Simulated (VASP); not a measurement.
# Ir (P6_3/mmc) in VASP: further runs

Runs on Ir. Level: PBE. Tasks: single point.

Everything below comes from runs of VASP 6.6.1. Logs are shortened: lines on timing, memory, paths and dates and some standing lists are left out, and cuts for length are marked.

### Step 1. Starting point

The structure is hexagonal, space group P6_3/mmc (No. 194). The conventional cell has a = 2.751 Å, b = 2.751 Å, c = 4.462 Å, α = 90.00°, β = 90.00°, γ = 120.00°. Ir (site symmetry -6m2) has 12 Ir at 2.74 to 2.75 Å as nearest neighbours.

This isn't the form of Ir at room conditions, which is fcc.

### Step 2. Single point, PBE

File INCAR:

```
SYSTEM = Ir
ADDGRID = .FALSE. ; ALGO = Normal
EDIFF = 1E-6 ; ENCUT = 460
GGA = PE ; ISIF = 2
ISMEAR = 0 ; LASPH = .TRUE.
LCHARG = .FALSE. ; LREAL = .FALSE.
LWAVE = .FALSE. ; NELM = 100
PREC = Accurate ; SIGMA = 0.05
```

File KPOINTS:

```
k-points
0
G
  7 7 4
  0 0 0
```

File POSCAR:

```
Ir
1.0
    2.7513778946      0.0000000000      0.0000000000
   -1.3756889473      2.3827631521      0.0000000000
    0.0000000000      0.0000000000      4.4622900000
Ir
2
Direct
    0.3583140000      0.6617470000      0.2121330000
    0.6598720000      0.3587530000      0.7691070000
```

Potentials or basis: VASP PAW PBE potentials, release 64 (Ir).

On the command line:

```bash
$ cat potpaw_PBE.64/Ir/POTCAR > POTCAR
$ mpirun -np 1 vasp_std > vasp.out
```

OUTCAR:

```text
SYSTEM = Ir
   EDIFF = 1E-6
   ENCUT = 460
   GGA = PE
   ISIF = 2
   ISMEAR = 0
   LASPH = .TRUE.
   LREAL = .FALSE.
   NELM = 100
   PREC = Accurate

 Found     99 irreducible k-points:

 Following reciprocal coordinates:
            Coordinates               Weight
  0.000000  0.000000  0.000000      1.000000
  0.142857  0.000000  0.000000      2.000000
  0.000000  0.142857  0.000000      2.000000
 -0.142857  0.142857  0.000000      2.000000
  0.285714 -0.000000  0.000000      2.000000
  0.000000  0.285714  0.000000      2.000000
   k-points           NKPTS =     99   k-points in BZ     NKDIM =     99   number of bands    NBANDS=     13
   number of dos      NEDOS =    301   number of ions     NIONS =      2
   total plane-waves  NPLWV =  12800
   dimension x,y,z NGX =    20 NGY =   20 NGZ =   32
   dimension x,y,z NGXF=    40 NGYF=   40 NGZF=   64
   ions per type =               2
   NGX,Y,Z   is equivalent  to a cutoff of  12.08, 12.08, 11.92 a.u.
   NGXF,Y,Z  is equivalent  to a cutoff of  24.17, 24.17, 23.84 a.u.
 SYSTEM =  Ir
   PREC   = accura    normal or accurate (medium, high low for compatibility)
   ISTART =      0    job   : 0-new  1-cont  2-samecut
   ICHARG =      2    charge: 1-file 2-atom 10-const
   ISPIN  =      1    spin polarized calculation?
   LNONCOLLINEAR =      F non collinear calculations
   LSORBIT =      F    spin-orbit coupling
   LASPH  =      T    aspherical Exc in radial PAW
   ENCUT  =  460.0 eV  33.81 Ry    5.81 a.u.   4.81  4.81  7.80*2*pi/ulx,y,z
   NELM   =    100;   NELMIN=  2; NELMDL= -5     # of ELM steps
   EDIFF  = 0.1E-05   stopping-criterion for ELM
[... 8 lines left out ...]
   TEBEG  =    0.0;   TEEND  =   0.0 temperature during run
   PSTRESS=    0.0 pullay stress
   NELECT =      18.0000    total number of electrons
   NUPDOWN=      -1.0000    fix difference up-down
   EMIN   =  10.00;   EMAX   =-10.00  energy-range for DOS
   EFERMI =   0.00;   METHOD = LEGACY
   ISMEAR =     0;   SIGMA  =   0.05  broadening in eV -4-tet -1-fermi 0-gaus
   EFERMI_NEDOS =   21; number of points for ismear=-14 and -15
   IALGO  =     38    algorithm
   IMIX   =      4    mixing-type and parameters
     AMIX     =   0.40;   BMIX     =  1.00
     AMIX_MAG =   1.60;   BMIX_MAG =  1.00
  volume/ion in A,a.u.               =      14.63        98.71
  Fermi-wavevector in a.u.,A,eV,Ry     =   1.392417  2.631287 26.379323  1.938826
  Thomas-Fermi vector in A             =   2.516162
   LORBIT       =      0    0 simple, 1 ext, 2 COOP (PROOUT), +10 PAW based schemes
   GGA     = PE    functional components
   LHFCALC =     F    Hartree Fock is set to
   AEXX    =    0.0000 exact exchange contribution
   IVDW    =     0    specifies the selected vdW correction
   LEPSILON=     F    determine dielectric tensor
   LRPA    =     F    only Hartree local field effects (RPA)
 non-spin polarized calculation
 Gauss-broadening in eV      SIGMA  =   0.05
  energy-cutoff  :      460.00
  volume of cell :       29.25
 maximum number of plane-waves:       672
   NGX =  9   NGY =  9   NGZ = 15

 number of electron      18.0000000 magnetization

 Free energy of the ion-electron system (eV)
  ---------------------------------------------------
  ext. energy  EPLUGINS =         0.00000000
  ---------------------------------------------------
  free energy    TOTEN  =       -17.10796959 eV

  energy without entropy =      -17.10588897  energy(sigma->0) =      -17.10692928

 E-fermi :  10.0846     XC(G=0): -13.7471

 val. band max:       10.0753637588   @ k =   0.0000   0.0000   0.5000
 cond. band min:      10.0907034927   @ k =   0.1429   0.2857   0.0000
 fundamental gap:      0.0153397339
 Fermi energy:        10.0846045080

 k-point     1 :       0.0000    0.0000    0.0000
  band No.  band energies     occupation
      1      -0.9563      2.00000
      2       1.9041      2.00000
      3       5.8707      2.00000
      4       5.9939      2.00000
      5       6.0849      2.00000
      6       6.3078      2.00000
      7       6.6649      2.00000
      8       7.7585      2.00000
      9       8.4189      2.00000
     10       9.5874      2.00000
     11       9.9371      1.99997
     12      10.8344      0.00000
     13      16.0393      0.00000

 k-point     2 :       0.1429    0.0000    0.0000
  band No.  band energies     occupation
      1      -0.2112      2.00000
      2       2.4942      2.00000
      3       5.1453      2.00000
      4       5.9582      2.00000
      5       6.2388      2.00000
      6       6.6541      2.00000
      7       6.9825      2.00000
      8       7.1116      2.00000
      9       7.9833      2.00000
     10       8.2470      2.00000
     11      10.7575      0.00000
     12      13.2285      0.00000
     13      16.1863      0.00000

 k-point     3 :       0.0000    0.1429    0.0000
  band No.  band energies     occupation
      1      -0.2110      2.00000
      2       2.4957      2.00000
      3       5.1451      2.00000
      4       5.9540      2.00000
      5       6.2386      2.00000
      6       6.6555      2.00000
      7       6.9879      2.00000
      8       7.1143      2.00000
      9       7.9821      2.00000
     10       8.2432      2.00000
     11      10.7473      0.00000
     12      13.2371      0.00000
     13      16.1862      0.00000

 k-point     4 :      -0.1429    0.1429    0.0000
  band No.  band energies     occupation
      1      -0.1981      2.00000
      2       2.5680      2.00000
      3       5.1243      2.00000
      4       5.6921      2.00000
      5       6.5193      2.00000
      6       6.7697      2.00000
      7       6.9021      2.00000
      8       7.3821      2.00000
      9       7.7420      2.00000
     10       8.1550      2.00000
     11      10.3596      0.00000
     12      13.6196      0.00000
     13      16.1990      0.00000

 k-point     5 :       0.2857   -0.0000    0.0000
  band No.  band energies     occupation
      1       1.4786      2.00000
      2       3.0068      2.00000
      3       4.1014      2.00000
      4       5.5999      2.00000
      5       5.9514      2.00000
      6       6.2471      2.00000
      7       7.4901      2.00000
      8       8.3248      2.00000
      9       8.5741      2.00000
     10       9.2047      2.00000
     11      10.9776      0.00000
     12      16.1613      0.00000
     13      16.7727      0.00000

 k-point     6 :       0.0000    0.2857    0.0000
  band No.  band energies     occupation
      1       1.4807      2.00000
      2       3.0114      2.00000
      3       4.1046      2.00000
      4       5.5964      2.00000
      5       5.9509      2.00000
      6       6.2468      2.00000
      7       7.4815      2.00000
      8       8.3248      2.00000
      9       8.5766      2.00000
     10       9.2040      2.00000
     11      10.9698      0.00000
     12      16.1646      0.00000
     13      16.7802      0.00000

 [... further k-points ...]
[... 5 lines left out ...]
  --------------------------------------------------------------------------------------
  -------------------------------------------------------------------------------------
  Total        1.5213205      0.8884485      4.1114989     -0.5550668      0.8533459     -1.5073257
  in kB       83.3186830     48.6579644    225.1758719    -30.3995349     46.7354889    -82.5522261
  external PRESSURE =     119.0508398 kB  Pullay stress =       0.0000000 kB

 VOLUME and BASIS-vectors are now :
 -----------------------------------------------------------------------------
  energy-cutoff  :      460.00
  volume of cell :       29.25
      direct lattice vectors                 reciprocal lattice vectors
     2.751377895  0.000000000  0.000000000     0.363454254  0.209840411  0.000000000
    -1.375688947  2.382763152  0.000000000     0.000000000  0.419680823  0.000000000
     0.000000000  0.000000000  4.462290000     0.000000000  0.000000000  0.224100182

 POSITION                                       TOTAL-FORCE (eV/Angst)
 -----------------------------------------------------------------------------------
      0.07550      1.57679      0.94660        -0.944199      0.531355      3.741090
      1.32202      0.85482      3.43198         0.944199     -0.531355     -3.741090
 -----------------------------------------------------------------------------------
    total drift:                               -0.000001     -0.000004     -0.000001

  FREE ENERGIE OF THE ION-ELECTRON SYSTEM (eV)
  ---------------------------------------------------
  free  energy   TOTEN  =       -17.1079695904 eV

  energy  without entropy=      -17.1058889665  energy(sigma->0) =      -17.10692928
```

It took 19 s on 1 thread of Intel Xeon Platinum 8375C at 2.90GHz (Ice Lake), shared host; peak memory 0.15 GiB.

These settings aren't checked as converged: the numbers below hold their error.

What came out:

| Item | Value |
| --- | --- |
| Free energy | -17.1080 eV |
| Pressure | 11.9 GPa |
| Largest force | 3.895 eV/Å |
| Band gap on the k mesh | none (metal or under the smearing width) |

Caveat: the k mesh is coarse (spacing up to 0.38 Å⁻¹), so the values aren't converged.

### Step 3. Single point, PBE

INCAR, as its differences from that of step 2:

```diff
@@ -7,2 +7,2 @@
 LWAVE = .FALSE. ; NELM = 100
-PREC = Accurate ; SIGMA = 0.05
+PREC = Accurate ; SIGMA = 0.02
```

KPOINTS is that of step 2.

File POSCAR:

```
Ir
1.0
    2.7513778946      0.0000000000      0.0000000000
   -1.3756889473      2.3827631521      0.0000000000
    0.0000000000      0.0000000000      4.4622900000
Ir
2
Direct
    0.3333333333      0.6666666667      0.2500000000
    0.6666666667      0.3333333333      0.7500000000
```

Potentials or basis: VASP PAW PBE potentials, release 64 (Ir).

On the command line:

```bash
$ cat potpaw_PBE.64/Ir/POTCAR > POTCAR
$ mpirun -np 1 vasp_std > vasp.out
```

Wall time 8.9 s (1 thread of Intel Xeon Platinum 8375C at 2.90GHz (Ice Lake), shared host); peak memory 0.14 GiB.

The run converged, but some of its settings lie outside the range that counts as converged, so its numbers aren't taken as properties of the crystal.

What came out:

- Free energy: -17.6610 eV
- Pressure: -2.1 GPa
- Band gap on the k mesh: none (metal or under the smearing width)

Caveat: the k mesh is coarse (spacing up to 0.38 Å⁻¹), so the values aren't converged.

### Step 4. Single point, PBE

INCAR is that of step 3.

KPOINTS is that of step 3.

File POSCAR:

```
Ir
1.0
    2.7513778946      0.0000000000      0.0000000000
   -1.3756889473      2.3827631521      0.0000000000
    0.0000000000      0.0000000000      4.4622900000
Ir
2
Direct
    0.3583140000      0.6617470000      0.2121330000
    0.6598720000      0.3587530000      0.7691070000
```

On the command line:

```bash
$ cat potpaw_PBE.64/Ir/POTCAR > POTCAR
$ mpirun -np 1 vasp_std > vasp.out
```

Run time: 23 s. Hardware: 1 thread of Intel Xeon Platinum 8375C at 2.90GHz (Ice Lake), shared host; peak memory 0.16 GiB.

The run converged, but some of its settings lie outside the range that counts as converged, so its numbers aren't taken as properties of the crystal.

Results:

- Free energy: -17.1070 eV
- Pressure: 11.9 GPa
- Largest force: 3.867 eV/Å
- Band gap on the k mesh: none (metal or under the smearing width)

Caveat: the k mesh is coarse (spacing up to 0.38 Å⁻¹), so the values aren't converged.

### Step 5. For comparison

An earlier run on the cell as given: functional PBEsol; potentials or basis VASP PAW PBE potentials, release 64 (Ir); cutoff 520 eV; k mesh 11 × 11 × 6; occupations fermi-dirac, width 0.05 eV; no spin polarisation.

* Pressure: -11.6 GPa
* Band gap on the k mesh: none (metal or under the smearing width)
